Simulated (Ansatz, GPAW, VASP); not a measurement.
# HfC: programs and potentials compared

```
Hf C
1.0
     0.00000    2.32500    2.32500
     2.32500    0.00000    2.32500
     2.32500    2.32500    0.00000
Hf C
1 1
Cartesian
  2.3250 2.3250 2.3250
  0.0000 0.0000 0.0000
```

Alike in all runs: task band structure; functional RPBE; k mesh 10 × 10 × 10; occupations fermi-dirac, width 0.05 eV; no spin polarisation; no spin-orbit coupling. Pressure is positive in compression and, in plane waves, holds the error of the finite cutoff.

| program and potentials | plane-wave cutoff (eV) | notes | band gap (eV) | pressure (GPa) |
| --- | --- | --- | --- | --- |
| Ansatz, all-electron LAPW, scalar-relativistic | - | - | ? | ? |
| VASP, PBE PAW files C, Hf_pv, 520 eV | 520 | potentials made for PBE; 7 valence electrons an atom on average | no gap | 3.54 |
| GPAW, the program's PAW data sets (release 1.2.1) made for this functional | 800 | 8 valence electrons an atom on average | no gap | 5.72 |

Estimate from the other rows what the run with Ansatz, all-electron LAPW, scalar-relativistic gave.

No band gap; pressure 4.31 GPa. The other rows, which needn't bracket it: pressure 3.54 to 5.72.
